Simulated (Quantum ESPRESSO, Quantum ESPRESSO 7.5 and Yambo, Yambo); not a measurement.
# GaN (P6_3mc): G0W0 on several meshes in Yambo

How does the mesh move the gap of GaN (P6_3mc)?

Main program and level: Quantum ESPRESSO 7.5 and Yambo 5.3.0; PBE and many-body steps on it, plane waves.

The database entry behind the starting cell differs from later determinations by our own check (about 0.3 % short, ideal inner coordinate), so it need not match the best structure at ambient conditions.

**1. Set-up**

Symmetry: P6_3mc, No. 186, hexagonal system. The conventional cell has a = 3.180 Å, b = 3.180 Å, c = 5.166 Å, α = 90.00°, β = 90.00°, γ = 120.00°. Ga has 4 N at 1.94 to 1.95 Å nearest. Nearest to N lie 4 Ga at 1.94 to 1.95 Å. Farther neighbours and most contacts between anions are not listed.

The cell and positions come from the Crystallography Open Database and are kept as given unless a step says otherwise.

**2. Empty states on the mesh, 6×6×4 mesh, 214 bands**

This step: Quantum ESPRESSO 7.5; DFT, PBE, plane waves, norm-conserving pseudopotentials.

The sums over transitions need many empty states on a uniform mesh; this step solves for them.

Contents of pw.in:

```
&control
  calculation = 'nscf'
  prefix = 'x'
  outdir = 'o'
  pseudo_dir = 'pseudo'
/
&system
  ibrav = 0
  nat = 4
  ntyp = 2
  ecutwfc = 104.0
  nbnd = 214
  force_symmorphic = .true.
/
&electrons
  conv_thr = 1e-9
  electron_maxstep = 80
  diago_full_acc = .true.
  diago_thr_init = 5e-6
/
ATOMIC_SPECIES
  Ga 69.723 Ga.upf
  N 14.007 N.upf
CELL_PARAMETERS angstrom
  3.1800000000 0.0000000000 0.0000000000
  -1.5900000000 2.7539607840 0.0000000000
  0.0000000000 0.0000000000 5.1660000000
ATOMIC_POSITIONS crystal
  Ga 0.3333333333 0.6666666667 0.0000000000
  Ga 0.6666666667 0.3333333333 0.5000000000
  N 0.3333333333 0.6666666667 0.3750000000
  N 0.6666666667 0.3333333333 0.8750000000
K_POINTS automatic
  6 6 4 0 0 0
```

On the command line:

```
> OMP_NUM_THREADS=1 mpirun -n 4 pw.x -nk 4 -in pw.in > pw.out
```

The program printed:

```text
Program PWSCF v.7.5 starts

     This program is part of the open-source Quantum ESPRESSO suite
     for quantum simulation of materials; please cite
         "P. Giannozzi et al., J. Phys.:Condens. Matter 21 395502 (2009);
         "P. Giannozzi et al., J. Phys.:Condens. Matter 29 465901 (2017);
         "P. Giannozzi et al., J. Chem. Phys. 152 154105 (2020);
     in publications or presentations arising from this work. More details at

     Atomic positions and unit cell read from directory:
     o/x.save/

     Message from routine setup:
[...]
66.9675  66.9675  69.1710  69.1710  69.1710  69.1710  71.2748  71.2748
     [... 15 further rows ...]
   146.0485 146.0485 146.0485 146.0485 146.1432 146.1432 147.2997 147.2998
   147.8192 147.8192 147.8192 147.8192 148.1735 148.1735

          k = 0.0000 0.1925 0.0000 (  5469 PWs)   bands (ev):

     [... further k-points ...]

     highest occupied, lowest unoccupied level (ev):    11.8561   13.8570

     XML data file, pseudopotentials, collected wavefunctions

=------------------------------------------------------------------------------=
   JOB DONE.
=------------------------------------------------------------------------------=
```

Wall time 58 s (4 MPI ranks of Arm Neoverse V2, shared host); peak memory 0.61 GiB; 3.8 min of CPU time.

Numbers from this step:

```yaml
gap: 2.001 eV
k_of_the_valence_top: 0, 0, 0
k_of_the_conduction_bottom: 0, 0, 0
least_direct_gap: 2.001 eV
k_points_computed: 24
lowest_point_of_the_top_converged_band_above_the_valence_top: 136.3174 eV
```

On this mesh the gap is 2.001 eV.

The density comes from a self-consistent run that is not shown.

**3. Conversion and set-up**

This step: Yambo 5.3.0; conversion and set-up on PBE, plane waves, norm-conserving pseudopotentials.

The states are converted to the many-body program's format and the q mesh is built.

On the command line:

```
> (cd o/x.save; p2y > p2y.log; mv SAVE ../..); yambo > setup.log
```

The program printed:

```text
 Yambo, version 5.3.0

 [02] CORE Variables Setup
 =========================

  [02.01] Unit cells
  ==================

  Cell kind             :  HCP
  Atoms in the cell     :  Ga  N
  number of Ga atoms    :  2
  number of N  atoms    :  2

  List of atomic masses
  Mass of Ga    :  69.72300
  Mass of N     :  14.00700

  List of atomic coordinates    : [cc]
  Ga1       : -0.30047E-09   3.4695       0.0000      order 1
  Ga2       :  3.004665  1.734744  4.881163  order 2
  N1       : -0.30047E-09   3.4695       3.6609      order 3
[...]
Q [ 1]         [rlu]:  0.000000  0.000000  0.000000
 Q [ 2]         [rlu]:  0.000000  0.000000  0.250000
 Q [ 3]         [rlu]:  0.000000  0.000000 -0.500000
[...]
Q [ 8]         [rlu]: -0.12609E-16  0.33333      0.25000
 Q [ 9]         [rlu]: -0.12609E-16  0.33333     -0.50000
 Q [10]         [rlu]:  0.18914E-16 -0.50000       0.0000
     [... 12 further rows ...]
 Q [23]         [rlu]:  0.12609E-16 -0.33333      0.25000
 Q [24]         [rlu]: -0.166667 -0.333333  0.250000

  [03.01] X indexes
  =================

   [03.01.01] Sigma indexes
   ========================

 [06] Game Over & Game summary
```

Run time: 2.7 s. Hardware: 1 MPI rank; peak memory 0.25 GiB.

**4. 6×6×4**

G0W0 replaces the xc potential by the self-energy, built once from these orbitals. Only a window of levels is corrected, while the sums run over the empty bands that the input names.

This step: G0W0 on PBE, plane waves, norm-conserving pseudopotentials.

Contents of gw2.in:

```
HF_and_locXC
gw0
dyson
ppa
em1d
rim_cut
RandQpts= 1000000
RandGvec= 1 RL
EXXRLvcs= 104 Ry
VXCRLvcs= 416 Ry
Chimod= "HARTREE"
% BndsRnXp
 1 | 102 |
%
NGsBlkXp= 11.5 Ry
% LongDrXp
 1 | 1 | 1 |
%
% GbndRnge
 1 | 102 |
%
DysSolver= "n"
ExtendOut
PPAPntXp= 27.21138 eV
% QPkrange
 1 | 1 | 25 | 28 |
%
```

On the command line:

```
> OMP_NUM_THREADS=1 mpirun -n 4 yambo -F gw2.in -J gw2 -C gw2 > gw2.log
```

The program printed:

```text
 Yambo, version 5.3.0

 [02] CORE Variables Setup
 =========================

  [... cell, symmetries and grids as in the set-up ...]

  [02.05] Energies & Occupations
  ==============================

  [X] === General ===
  [X] Electronic Temperature                        :  0.000000  0.000000 [eV K]
  [X] Bosonic    Temperature                        :  0.000000  0.000000 [eV K]
  [X] Finite Temperature mode                       : no
  [X] El. density                                   :  0.11494E+25 [cm-3]
  [X] Fermi Level                                   :  11.85610 [eV]

  [X] === Gaps and Widths ===
  [X] Conduction Band Min                           :  2.000871 [eV]
  [X] Valence Band Max                              :  0.000000 [eV]
  [X] Filled Bands                                  :  26
  [X] Empty Bands                                   :   27  214
  [X] Direct Gap                                    :  2.000871 [eV]
  [X] Direct Gap localized at k                     :  1
  [X] Indirect Gap                                  :  2.000871 [eV]
  [X] Indirect Gap between kpts                     :  1  1
  [X] Last valence band width                       :  2.707424 [eV]
  [X] 1st conduction band width                     :  4.527718 [eV]

 [03] Transferred momenta grid and indexing
 ==========================================

 IBZ Q-points                                      :  24
 BZ  Q-points                                      :  144

 K/Q-points units:
 rlu = crystal or reduced units; cc = cartesian coordinates; iku = interal k-units

 Q [ 1]         [rlu]:  0.000000  0.000000  0.000000
 Q [ 2]         [rlu]:  0.000000  0.000000  0.250000
 Q [ 3]         [rlu]:  0.000000  0.000000 -0.500000
 Q [ 4]         [rlu]: -0.63047E-17  0.16667       0.0000
 Q [ 5]         [rlu]: -0.63047E-17  0.16667      0.25000
 Q [ 6]         [rlu]: -0.63047E-17  0.16667     -0.50000
 Q [ 7]         [rlu]: -0.12609E-16  0.33333       0.0000
 Q [ 8]         [rlu]: -0.12609E-16  0.33333      0.25000
 Q [ 9]         [rlu]: -0.12609E-16  0.33333     -0.50000
 Q [10]         [rlu]:  0.18914E-16 -0.50000       0.0000
     [... 12 further rows ...]
 Q [23]         [rlu]:  0.12609E-16 -0.33333      0.25000
 Q [24]         [rlu]: -0.166667 -0.333333  0.250000

 [04] Coloumb potential Random Integration (RIM)
 ===============================================

  [04.01] RIM initialization
  ==========================

  * Diagonal components only detected *

  8 x (sBL volume)        :  0.045137 [a.u.]
  sBZ random points       :  1000000
  Points outside the sBZ  :   7994252
  RL volume               :  0.812463 [a.u.]
  Integrated volume       :  0.813047 [a.u.]

  [04.02] RIM integrals
  =====================

  Gamma point sphere radius             :  0.064584 [a.u.]
  Points outside the sphere             :   799512
  [Int_sBZ(q=0) 1/q^2]*(Vol_sBZ)^(-1/3) =:  7.693166
                                 should be <:  7.795600

  Summary of Coulomb integrals for non-metallic bands |Q|[au] RIM/Bare

  Q [1] 0.100000E-4 0.986860 * Q [2] 0.160904 0.991252
  Q [4] 0.201220 1.084243 * Q [5] 0.257643 1.044913
  Q [22] 0.257643 1.045669 * Q [3] 0.321808 1.006357
  Q [13] 0.348524 1.029178 * Q [6] 0.379539 1.012759
  Q [14] 0.383874 1.021857 * Q [7] 0.402441 1.021951
  Q [23] 0.433415 1.017871 * Q [8] 0.433415 1.017418
[...]
Q [18] 0.622083 1.008157 * Q [11] 0.624737 1.009299
  Q [12] 0.684081 1.007302 * Q [19] 0.697048 1.007759
  Q [20] 0.715378 1.007101 * Q [21] 0.767747 1.005934

 [05] Dipoles
 ============

  [05.01] Setup: observables and procedures
  =========================================

  [WARNING] [x,Vnl] slows the Dipoles computation. To neglect it rename the ns.kb_pp file

 [06] Dynamic Dielectric Matrix (PPA)
 ====================================

 [WR./gw2//ndb.pp]---------------------------------------------------------------
  Brillouin Zone Q/K grids (IBZ/BZ)                :   24  144   24  144
  RL vectors                                       :   6741 [WF]
  Coulomb cutoff potential                         : none
  Electronic Temperature                           :  0.000000 [K]
  Bosonic    Temperature                           :  0.000000 [K]
  PPA    diel. fun.  energies                      : Perdew, Burke & Ernzerhof(X)+Perdew, Burke & Ernzerhof(C)
  wavefunctions                                    : Perdew, Burke & Ernzerhof(X)+Perdew, Burke & Ernzerhof(C)
  Global Gauge                                     : length
  X matrix size                                    :  245
  X band range                                     :    1  102
  X e/h energy range                               : -1.000000 -1.000000 [eV]
  X Time ordering                                  : R
  X Hxc Kernel                                     : HARTREE
  X Drude frequency                                :  0.000000  0.000000
  X poles                                          :  100.0000 [o/o]
  RL vectors in the sum                            :   6741
  [r,Vnl] included                                 : yes
  Field direction                                  :  0.577350E-5  0.577350E-5  0.577350E-5
  BZ energy Double Grid                            : no
  BZ energy DbGd points                            : 0
  BZ Q point size factor                           : -1.000000
  X Optical Averaged directions                    : none

 [07] Local Exchange-Correlation + Non-Local Fock
 ================================================

 [VXC] Plane waves :   43821
 [EXS] Plane waves :   5479

 QP @ state[ 1 ] K range:  1  1
 QP @ state[ 1 ] b range:  25  28

 [xc] Functional : Perdew, Burke & Ernzerhof(X)+Perdew, Burke & Ernzerhof(C)
 [xc] LIBXC used to calculate xc functional
  PP Number of Atomic Species                      :  2
  NLCC RL compoments                               :   43821
  PP Number of Atomic Species                      :  2
  NLCC RL compoments                               :   43821

 [xc] E_xc :  -48.25349 [Ha]
      E_xc :  -96.50698 [Ry]

  Local XC kind (lXC) : Perdew, Burke & Ernzerhof(X)+Perdew, Burke & Ernzerhof(C)
  Non-Local XC kind (nlXC) : Hartree-Fock

  Corrections @ K [1] :  [eV]
 <25|nlXC|25> = -22.54482 -0.14324E-16 <25|lXC|25> = -19.13767  0.000000
 <26|nlXC|26> = -22.54481  0.11960E-16 <26|lXC|26> = -19.13767  0.47204E-16
 <27|nlXC|27> = -10.17952 -0.19273E-17 <27|lXC|27> = -14.21472 -0.18882E-15
 <28|nlXC|28> = -9.062920 -0.33300E-18 <28|lXC|28> = -14.00871  0.000000

 [08] Dyson equation: Newton solver
 ==================================

  [08.01] G0W0 (W PPA)
  ====================

  [  GW  ] Bands range     :    1  102
  [GW/PPA] G damping       :  0.100000 [eV]

  QP @ state[ 1 ] K range:  1  1
  QP @ state[ 1 ] b range:  25  28

   Sc/G bands                                       :    1  102
   Sc/G damping                                     :  0.100000 ev
   Sc bands terminator                              : no
   Sx RL components                                 :   5479

   QP @ state[ 1 ] K range                          :  1  1
   QP @ state[ 1 ] b range                          :  25  28
   GF energies kind                                 : Perdew, Burke & Ernzerhof(X)+Perdew, Burke & Ernzerhof(C)
   GF WF`s kind                                     : Perdew, Burke & Ernzerhof(X)+Perdew, Burke & Ernzerhof(C)
   Xs energies kind                                 : Perdew, Burke & Ernzerhof(X)+Perdew, Burke & Ernzerhof(C)
   Xs WF`s kind                                     : Perdew, Burke & Ernzerhof(X)+Perdew, Burke & Ernzerhof(C)

 [11] Game Over & Game summary
```

Run time: 10 min. Hardware: 4 MPI ranks; peak memory 3.8 GiB; 41 min of CPU time.

This step gave:

```
G0W0 gap on the points computed              : 2.857 eV
starting gap on the mesh                     : 2.001 eV
k of the valence top                         : 0, 0, 0
k of the conduction bottom                   : 0, 0, 0
least direct G0W0 gap on the computed points : 2.857 eV
Z at the valence top                         : 0.7928
Z at the conduction bottom                   : 0.8191
```

The gap on the mesh goes from 2.00 eV to 2.86 eV, a correction of +0.86 eV.

**5. Empty states on the mesh, 3×3×2 mesh, 102 bands**

This step: Quantum ESPRESSO 7.5; DFT, PBE, plane waves, norm-conserving pseudopotentials.

pw.in: that of step 2 with these lines changed.

```diff
@@ -11,3 +11,3 @@
   ecutwfc = 104.0
-  nbnd = 214
+  nbnd = 102
   force_symmorphic = .true.
@@ -33,2 +33,2 @@
 K_POINTS automatic
-  6 6 4 0 0 0
+  3 3 2 0 0 0
```

On the command line:

```
> OMP_NUM_THREADS=1 mpirun -n 4 pw.x -nk 4 -in pw.in > pw.out
```

The program printed:

```text
[banner, memory and clock lines left out]
Program PWSCF v.7.5 starts

     Atomic positions and unit cell read from directory:
     o/x.save/

     Message from routine setup:
     using ibrav=0 with symmetry is DISCOURAGED, use correct ibrav instead

     G-vector sticks info

     bravais-lattice index     =            0
     lattice parameter (alat)  =       6.0093  a.u.
     unit-cell volume          =     305.3064 (a.u.)^3
     number of atoms/cell      =            4
     number of atomic types    =            2
     number of electrons       =        52.00
[...]
80.5290  80.5290  83.7060  83.7060  83.7060  83.7060

          k = 0.0000 0.3849 0.0000 (  5475 PWs)   bands (ev):

  -130.2435-130.2434 -80.9849 -80.9847 -80.9844 -80.9841 -80.9837 -80.9829
[...]
69.3094  69.5221  71.2182  71.2510  72.1565  73.2252  75.1459  75.6477
    75.9425  76.1699  76.8851  78.0265  78.4366  78.6203  79.1513  80.0365
    81.3799  81.8664  82.1099  84.5187  85.0704  85.5427

          k = 0.0000 0.3849-0.3078 (  5468 PWs)   bands (ev):

     [... further k-points ...]

     highest occupied, lowest unoccupied level (ev):    11.8561   13.8570

     XML data file, pseudopotentials, collected wavefunctions
```

Elapsed: 6.4 s, on 4 MPI ranks; peak memory 0.39 GiB; 25 s of CPU time.

This step gave:

```
gap                                                           : 2.001 eV
k of the valence top                                          : 0, 0, 0
k of the conduction bottom                                    : 0, 0, 0
least direct gap                                              : 2.001 eV
k points computed                                             : 6
lowest point of the top converged band, above the valence top : 70.0126 eV
```

On this mesh the gap is 2.001 eV.

(Continued in part 2 of 2.)

[Paths, hosts, dates, memory and timing lines, banners, echoed tables and standing remarks are left out of the program output.]

[Logs are printed without paths, hosts, clocks, repeated set-up lines and the standing remarks that a program may print on its own settings, such as how far it seeks lower states.]

[Runs of the session that timed out or met a known fault of the program may be left out.]

[Hosts, paths, dates, database ids (printed as entryN), source tags and the programs' standing remarks are cut or masked in the printed files.]
